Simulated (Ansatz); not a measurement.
An element in the sc structure gives these cold pressures by all-electron LAPW under PBE (Ansatz 0.2.0, scalar-relativistic, no spin polarisation).

```csv
V (Å³/atom),P (GPa)
17.87,-0.10
16.98,7.04
15.19,30.4
13.41,75.0
11.62,162.7
9.83,344.5
8.04,753.8
7.15,1148
```

Which element is it?

Pd. Its zero-pressure volume in this structure is near 17.9 Å³/atom; the volume and the steepness of P(V) together point to it, though neighbours can come close. This is the case that was computed; others weren't tested.
